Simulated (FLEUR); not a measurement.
Runs of FLEUR MaX-R8.1 (later development tree) on SnTe. Symmetry: F-43m, No. 216, cubic system. Conventional cell: a = 7.455 Å, b = 7.455 Å, c = 7.455 Å, α = 90.00°, β = 90.00°, γ = 90.00°. Te (site symmetry -43m) is surrounded by 4 Sn at 3.23 Å. Sn (site symmetry -43m) has 4 Te at 3.23 Å as nearest neighbours. Measurements of this composition are mostly on another form, of space group No. 225.

```tsv
cell	gap on the mesh (eV)
F-43m, 51.8 Å³/atom	0.49
F-43m, 42.38 Å³/atom	none
F-43m, 49.45 Å³/atom	0.39
F-43m, 40.03 Å³/atom	none
F-43m, 47.09 Å³/atom	(a)
F-43m, 37.67 Å³/atom	none
F-43m, 44.74 Å³/atom	0.16
```

Alike in all rows: task single point; level PBEsol; potentials or basis all-electron, FLAPW; no spin polarisation; k mesh 7 × 7 × 7; smearing fermi-dirac 0.05 eV; kmax 4.1 1/bohr.

Q: Estimate the missing entries.

A: (a) 0.29.

Caveats: spin-orbit coupling is left out, which moves the levels of the heavy elements (some runs); an odd mesh through Γ misses points on the zone boundary, where band edges often lie (some runs).

A k mesh can miss the band edges, and the runs leave out spin-orbit coupling on Sn, Te.

A gap of «none» marks a metal or a gap under the smearing width.
